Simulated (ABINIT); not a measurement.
Here is an ABINIT 10.8.3 (patched build) calculation.

The input run.py:

```python
import json, os
import numpy as np
from ase.units import GPa
from ase.calculators.abinit import Abinit, AbinitProfile
from ase.io import read

atoms = read('POSCAR')

profile = AbinitProfile(command='abinit', pp_paths=[os.path.abspath('pseudos')])
params = dict(
    pps='pawxml', xc='PBE',
    chksymtnons=0,
    tolsym=1e-06,
    ecut=435.3822,
    pawecutdg=870.7644,
    pawxcdev=0,
    kptopt=1,
    ngkpt=[8, 8, 8],
    nshiftk=1,
    shiftk=[0.0, 0.0, 0.0],
    ixc=11,
    nband=14,
    occopt=3,
    tsmear=0.05,
    nstep=100,
    tolvrs=1e-09,
    prtwf=0,
    prtden=0,
)

atoms.calc = Abinit(profile=profile, directory='run', **params)
energy = atoms.get_potential_energy()
forces = atoms.get_forces()
stress = atoms.get_stress()
print(f'energy {energy:.6f} eV')
print('forces (eV/A)')
print(np.round(forces, 5))
print('stress (GPa, Voigt, tension positive)', np.round(stress / GPa, 4))
json.dump(dict(energy=energy, forces=forces.tolist(), stress=stress.tolist(), cell=atoms.cell.tolist(), frac=atoms.get_scaled_positions(wrap=False).tolist()), open('results.json', 'w'))
```

POSCAR

```
Pt
1.0
    0.0000000000     -3.1684400000      0.0000000000
   -3.1684400000      0.0000000000      0.0000000000
    0.0000000000      0.0000000000     -3.1684400000
Pt
2
Direct
    0.5054260700      0.4928058600      0.5171599100
    0.9945739300      0.0071941400      0.9828400900
```

Potentials or basis: JTH PAW PBE v2.0.

Launch:

```bash
$ python run.py
```

Predict the largest force.

0.837 eV/Å.

Estimate the band gap on the k mesh.

none (metal or under the smearing width).

Predict the pressure.

1.3 GPa.

Stress tensor (GPa, compression positive):
```
 1.69 -0.32 -0.97
-0.32  1.78  0.74
-0.97  0.74  0.47
```

Caveat: the atomic spheres overlap. Spin-orbit coupling is left out, which matters for the levels of Pt.
